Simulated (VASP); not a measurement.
Crystal: HfO2.

```
Hf O
1.0
     4.81353    0.00000    0.00000
     0.00000    4.81353    0.00000
     0.00000    0.00000    3.20542
Hf O
2 4
Direct
  0.50000 0.50000 0.50000
  0.00000 0.00000 0.00000
  0.80504 0.19496 0.50000
  0.69496 0.69496 0.00000
  0.30504 0.30504 0.00000
  0.19496 0.80504 0.50000
```

Measurements of this composition are mostly on another form, of space group No. 14.

```yaml
Program: VASP 6.6.1
Task: relaxation of cell and atoms
Functional: PBE
Potentials_or_basis: VASP PAW PBE potentials, release 64 (Hf_pv, O_h)
Cutoff: 980 eV
k_mesh: 6 × 6 × 8
Occupations: fermi-dirac, width 0.05 eV
Spin: no spin polarisation
```

At the start: pressure 5.7 GPa; volume 12.38 Å³/atom.

Question: Where does the relaxation end?

Answer: Over 6 steps the energy falls by 5.4 meV/atom and the volume is 12.69 Å³/atom (+2.5 %); space group P4_2/mnm (No. 136, to 0.05 Å).

Step by step:
| step | energy change (eV) | largest force (eV/Å) | pressure (GPa) | volume (Å³) |
| --- | --- | --- | --- | --- |
| 1 | 0.0000 | 0.0270 | 5.66 | 74.27 |
| 2 | 0.0472 | 0.1913 | -7.85 | 79.07 |
| 3 | -0.0313 | 0.0628 | -0.06 | 76.07 |
| 4 | -0.0312 | 0.0614 | 0.18 | 76.03 |
| 5 | -0.0324 | 0.0151 | 0.08 | 76.14 |
| 6 | -0.0324 | 0.0077 | 0.08 | 76.13 |

Final structure:
```xyz
6
Lattice="4.8591 0.0000 0.0000 0.0000 4.8591 0.0000 0.0000 0.0000 3.2242" Properties=species:S:1:pos:R:3 pbc="T T T"
Hf    2.4296    2.4296    1.6121
Hf    0.0000    0.0000    0.0000
O     3.9131    0.9460    1.6121
O     3.3756    3.3756    0.0000
O     1.4835    1.4835    0.0000
O     0.9460    3.9131    1.6121
```
